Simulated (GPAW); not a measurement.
# free-standing square Co monolayer, spacing 2.5 A: a ladder in the k mesh, part 2 of 2

Two starts of free-standing square Co monolayer, spacing 2.5 A are run at each rung of the k mesh. Which rung is enough?

GPAW 26.7.0; revPBE; plane waves with GPAW's PAW setups, scalar-relativistic.

So far, largest spin moment in the augmentation sphere (μB): step 2 (rung 1 (mesh 4×4×1), start ferro +) 2.03; step 5 (rung 2 (mesh 3×6×1), start antiferro q=(1/2,1/2,0) +-) 1.76; step 6 (rung 3 (mesh 8×8×1), start ferro +) 2.11; step 7 (rung 3 (mesh 4×8×1), start antiferro q=(1/2,1/2,0) +-) 1.70; step 8 (rung 4 (mesh 10×10×1), start ferro +) 2.06.

### Step 9. Rung 4 (mesh 5×10×1), start antiferro q=(1/2,1/2,0) +-

File order2.py:

```python
import json
import numpy as np
from ase import Atoms
from ase.parallel import paropen, parprint
from gpaw import GPAW

atoms = Atoms(['Co', 'Co'],
    cell=[[5.0, 0.0, 0.0],
         [2.5, 2.5, 0.0],
         [0.0, 0.0, 14.0]],
    scaled_positions=[[0.0, 0.0, 0.5],
         [0.5, 0.0, 0.5]],
    pbc=True,
    magmoms=[2.0, -2.0])
atoms.calc = GPAW(mode={'name': 'pw', 'ecut': 550},
    xc='revPBE',
    kpts={'size': (5, 10, 1), 'gamma': True},
    occupations={'name': 'fermi-dirac', 'width': 0.1},
    convergence={'density': 1e-05, 'energy': 1e-05},
    maxiter=200,
    symmetry={'tolerance': 1e-4},
    txt='order2.txt')
e = atoms.get_potential_energy(force_consistent=True)
res = {'free_energy': e, 'energy_sigma0': atoms.get_potential_energy(), 'fermi_energy': atoms.calc.get_fermi_level()}
res['moments'] = atoms.get_magnetic_moments().tolist()
res['total'] = atoms.get_magnetic_moment()
parprint('site moments (muB):', np.round(res['moments'], 3))
parprint(f"total moment: {res['total']:.3f} muB")
parprint(f'free energy: {e:.6f} eV')
atoms.calc.write('order2.gpw')
with paropen('results.json', 'w') as f:
    json.dump(res, f)
```

On the command line:

```sh
$ OMP_NUM_THREADS=1 python3 order2.py > order2.log
```

Numbers of over 12 decimals in the logs are rounded to 6 here.

The program printed:

```text
UserWarning: Initial realspace grid (28,20,80) inconsistent with symmetries.
UserWarning: Using symmetrized grid: (28,28,80).

site moments (muB): [ 1.705 -1.705]
total moment: 0.000 muB
free energy: -11.439180 eV

--- order2.txt ---
Input parameters:
  mode=PW(ecut=550),
  convergence={'density': 1e-05, 'energy': 1e-05},
  kpts=MonkhorstPack(size=(5, 10, 1), gamma=True),
  maxiter=200,
[...]
|          3 |        -4.855 |     1.000 |        -4.855 |     1.000 |
|          4 |        -4.097 |     1.000 |        -4.097 |     1.000 |
[...]
|         11 |        -1.585 |     0.000 |        -1.585 |     0.000 |
|         12 |         1.532 |     0.000 |         1.532 |     0.000 |
|         13 |         2.558 |     0.000 |         2.558 |     0.000 |
|         14 |         3.125 |     0.000 |         3.125 |     0.000 |

No gap
No difference between direct/indirect transitions


[key lines of the parts left out:]
Free energy:     -11.439180
Converged in 20 steps
dipole moment: (-26.693170, -13.346584, -0.000012)  # |e|*Ang
Fermi level: -2.355
```

Run time: 40 s. Hardware: 1 MPI rank of AMD EPYC 9R45 (Zen 5), shared host; peak memory 0.34 GiB.

Numbers from this step:

| Item | Value |
| --- | --- |
| magnetization | 0 μB |
| final state | antiferromagnetic |
| largest moment | 1.705 μB |

This start lies +309.7 meV a seeded atom from the first, a change of -21.8 meV since rung 3; its largest moment is 1.71 μB.

### Step 10. Rung 5 (mesh 14×14×1), start ferro +

File order1.py:

```python
import json
import numpy as np
from ase import Atoms
from ase.parallel import paropen, parprint
from gpaw import GPAW

atoms = Atoms(['Co'],
    cell=[[2.5, 0.0, 0.0],
         [0.0, 2.5, 0.0],
         [0.0, 0.0, 14.0]],
    scaled_positions=[[0.0, 0.0, 0.5]],
    pbc=True,
    magmoms=[2.0])
atoms.calc = GPAW(mode={'name': 'pw', 'ecut': 550},
    xc='revPBE',
    kpts={'size': (14, 14, 1), 'gamma': True},
    occupations={'name': 'fermi-dirac', 'width': 0.1},
    convergence={'density': 1e-05, 'energy': 1e-05},
    maxiter=200,
    symmetry={'tolerance': 1e-4},
    txt='order1.txt')
e = atoms.get_potential_energy(force_consistent=True)
res = {'free_energy': e, 'energy_sigma0': atoms.get_potential_energy(), 'fermi_energy': atoms.calc.get_fermi_level()}
res['moments'] = atoms.get_magnetic_moments().tolist()
res['total'] = atoms.get_magnetic_moment()
parprint('site moments (muB):', np.round(res['moments'], 3))
parprint(f"total moment: {res['total']:.3f} muB")
parprint(f'free energy: {e:.6f} eV')
atoms.calc.write('order1.gpw')
with paropen('results.json', 'w') as f:
    json.dump(res, f)
```

On the command line:

```sh
$ OMP_NUM_THREADS=1 python3 order1.py > order1.log
```

The program printed:

```text
site moments (muB): [2.055]
total moment: 2.046 muB
free energy: -6.040112 eV

--- order1.txt ---
Input parameters:
  mode=PW(ecut=550),
  convergence={'density': 1e-05, 'energy': 1e-05},
  kpts=MonkhorstPack(size=(14, 14, 1), gamma=True),
  maxiter=200,
  occupations=Occupations(name='fermi-dirac', width=0.1),
  symmetry=Symmetry(tolerance=0.0001),
  xc=XC(name='revPBE')

Diagonalizing LCAO Hamiltonian
[...]
|          3 |        -4.035 |     1.000 |        -2.017 |     0.011 |
|          4 |        -4.035 |     1.000 |        -2.017 |     0.011 |
|          5 |        -3.890 |     1.000 |        -1.780 |     0.001 |
|          6 |        -1.826 |     0.002 |        -1.094 |     0.000 |
|          7 |         1.542 |     0.000 |         1.520 |     0.000 |
|          8 |         2.619 |     0.000 |         2.505 |     0.000 |

No gap
No difference between direct/indirect transitions


[key lines of the parts left out:]
Free energy:      -6.040112
Converged in 14 steps
dipole moment: (-6.678297, -6.678297, -0.000006)  # |e|*Ang
Fermi level: -2.463
```

Wall time 10 s (1 MPI rank); peak memory 0.21 GiB.

This step gave:

```
magnetization  : 2.046 μB
final state    : ferromagnetic
largest moment : 2.055 μB
```

The largest moment is that of rung 4, at 1.4 times its CPU time.

### Step 11. Rung 5 (mesh 7×14×1), start antiferro q=(1/2,1/2,0) +-

order2.py is the script of step 9 with these lines changed:

```diff
@@ -16,3 +16,3 @@
     xc='revPBE',
-    kpts={'size': (5, 10, 1), 'gamma': True},
+    kpts={'size': (7, 14, 1), 'gamma': True},
     occupations={'name': 'fermi-dirac', 'width': 0.1},
```

On the command line:

```sh
$ OMP_NUM_THREADS=1 python3 order2.py > order2.log
```

The program printed:

```text
UserWarning: Initial realspace grid (28,20,80) inconsistent with symmetries.
UserWarning: Using symmetrized grid: (28,28,80).

site moments (muB): [ 1.699 -1.699]
total moment: 0.000 muB
free energy: -11.441271 eV

--- order2.txt ---
Input parameters:
  mode=PW(ecut=550),
  convergence={'density': 1e-05, 'energy': 1e-05},
  kpts=MonkhorstPack(size=(7, 14, 1), gamma=True),
  maxiter=200,
[...]
|          3 |        -4.844 |     1.000 |        -4.844 |     1.000 |
|          4 |        -4.085 |     1.000 |        -4.085 |     1.000 |
[...]
|         11 |        -1.572 |     0.000 |        -1.572 |     0.000 |
|         12 |         1.532 |     0.000 |         1.532 |     0.000 |
|         13 |         2.556 |     0.000 |         2.556 |     0.000 |
|         14 |         3.126 |     0.000 |         3.126 |     0.000 |

No gap
No difference between direct/indirect transitions


[key lines of the parts left out:]
Free energy:     -11.441271
Converged in 19 steps
dipole moment: (-26.687529, -13.343761, -0.000012)  # |e|*Ang
Fermi level: -2.344
```

It took 63 s on 1 MPI rank; peak memory 0.39 GiB.

Numbers from this step:

```yaml
magnetization: 0 μB
final_state: antiferromagnetic
largest_moment: 1.699 μB
```

This start lies +319.5 meV a seeded atom from the first, a change of +9.8 meV since rung 4; its largest moment is 1.70 μB.

### Step 12. Side by side

Ladder, by row:

```csv
rung,mesh,state from the first start,state from the second start,second less first (meV a seeded atom),"moment, first (μB)","moment, second (μB)",CPU time (s)
1,4x4x1,ferromagnetic,antiferromagnetic,288.9,2.028,1.729,20.86
2,6x6x1,ferromagnetic,antiferromagnetic,351.3,2.127,1.762,27.15
3,8x8x1,ferromagnetic,antiferromagnetic,331.5,2.105,1.697,38.6
4,10x10x1,ferromagnetic,antiferromagnetic,309.7,2.06,1.705,47.61
5,14x14x1,ferromagnetic,antiferromagnetic,319.5,2.055,1.699,73.31
```

### Step 13. Summary of results

| Property | Result |
| --- | --- |
| range of the moment in the table, first start | 2.03 to 2.13 μB |
| range of CPU time | 21 s to 73 s |
| range of the energy difference | 289 to 351 meV a seeded atom |
| first rung from which all stay within 16 meV of the last | 3 |

**Reading.** From rung 3 on the result stays within 12 meV of the last rung, inside the margin of 16 meV set for it, at 53 % of the last rung's cost. The first start ends lower on every rung of the table; whether functional and cell give the true order is another question.

[Logs and program files are shortened in this print: banners, set-up blocks, solver, clock and traceback lines can be left out without a mark of their own.]

[Logs are printed without paths, hosts, clocks, repeated set-up lines and the standing remarks that a program may print on its own settings, such as how far it seeks lower states.]

[Hosts, paths, dates, database ids (printed as entryN), source tags and the programs' standing remarks are cut or masked in the printed files.]

[Where a cell is said to come from a database of computed structures, the database is the Materials Project.]
